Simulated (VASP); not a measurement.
The system is TaN.

```
Ta N
1.0
     2.93800    0.00000    0.00000
    -1.46900    2.54438    0.00000
     0.00000    0.00000    2.88300
Ta N
1 1
Cartesian
  0.0000 1.6963 1.4415
  0.0000 0.0000 0.0000
```

Base run:

```yaml
Program: VASP 6.6.1
Functional: PBE
Potentials_or_basis: VASP PAW PBE potentials, release 64 (Ta_pv, N)
Cutoff: 520 eV
k_mesh: 9 × 9 × 8
Occupations: methfessel-paxton, width 0.15 eV
Spin: no spin polarisation
```

Its results: band gap on the k mesh none (metal or under the smearing width); pressure 5.4 GPa.

Question: The run is repeated on the same cell with these changes: k mesh from 9 × 9 × 8 to 4 × 4 × 4. What comes out?

Answer: Band gap on the k mesh none (metal or under the smearing width); pressure 6.1 GPa.

Caveats: some runs use coarse meshes.
